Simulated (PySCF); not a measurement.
## Frontier orbitals and the lowest excitations

Species: C4H10O.
Z-matrix (Å and degrees, PBE0-D3(BJ)/def2-TZVP geometry), rows numbered from 1:
```
C 
C   1  1.5189
C   2  1.5206  1  112.87
C   3  1.5166  2  113.81  1  -177.58
O   4  1.4137  3  113.49  2   -64.50
H   1  1.0933  2  110.98  3   -59.71
H   1  1.0934  2  110.97  3    59.76
H   1  1.0921  2  111.64  3  -179.96
H   2  1.0964  1  108.82  3   121.93
H   2  1.0970  1  109.63  3  -121.98
H   3  1.0969  2  109.26  1   -56.48
H   3  1.0957  2  109.68  1    60.20
H   4  1.0922  3  109.98  2   177.51
H   4  1.1003  3  109.74  2    59.82
H   5  0.9599  4  108.30  3    65.87
```

Level of theory: TDDFT CAM-B3LYP/aug-cc-pVTZ, vertical, gas phase, core orbitals frozen in the response (PySCF). The structure is a single PBE0-D3(BJ)/def2-TZVP conformer in the gas phase; no vibrational or solvent corrections.

Kohn–Sham orbitals with the atoms that hold most of them (Löwdin shares over 4%, at most four atoms; ? is withheld):

| orbital | ε (eV) | atoms |
| --- | --- | --- |
| LUMO+2 | 0.54 | H14 19%, H13 18%, H8 18%, H6 10% |
| LUMO+1 | 0.49 | H15 16%, H7 15%, H11 13%, C2 8% |
| LUMO | 0.23 | H8 16%, H10 14%, H15 13%, H7 10% |
| HOMO | -9.33 | ? |
| HOMO-1 | -10.43 | ? |
| HOMO-2 | -10.83 | C2 28%, C3 16%, C1 14%, H9 10% |
| HOMO-3 | -11.17 | C2 20%, O5 15%, C1 15%, C3 14% |

Task: Which atoms hold the HOMO-1, and with what shares?

Result: C4 (bonded to C, O and 2 H) 22%; O5 (bonded to C and H) 19%; C3 (bonded to 2 C and 2 H) 14%; C2 (bonded to 2 C and 2 H) 11%. By element: carbon 48% or more, oxygen 19%.

Task: Which atoms hold the HOMO, and with what shares?

Result: O5 (bonded to C and H) 54%; C4 (bonded to C, O and 2 H) 18%; C3 (bonded to 2 C and 2 H) 9%; H15 (bonded to O) 6%. By element: oxygen 54%, carbon 27% or more, hydrogen 6% or more.

Task: The HOMO–LUMO gap is 9.56 eV. Where does the response calculation put the lowest singlet, and from which orbitals?

Result: S1 is at 6.70 eV (f = 0.0071), 2.86 eV below the gap, made of HOMO→LUMO (43%), HOMO→LUMO+1 (24%), HOMO→LUMO+11 (8%). Without the coupling terms of the response equations the lowest excitation would equal the gap.

Next come S2 at 7.49 eV (f 0.022), HOMO→LUMO+2 (42%), HOMO→LUMO+1 (30%), HOMO→LUMO (10%); S3 at 7.73 eV (f 0.042), HOMO→LUMO+3 (58%), HOMO→LUMO+1 (12%), HOMO→LUMO+2 (9%); S4 at 7.90 eV (f 0.012), HOMO→LUMO (33%), HOMO→LUMO+2 (19%), HOMO→LUMO+6 (14%); S5 at 8.09 eV (f 0.0020), HOMO-1→LUMO (62%), HOMO-1→LUMO+1 (8%).
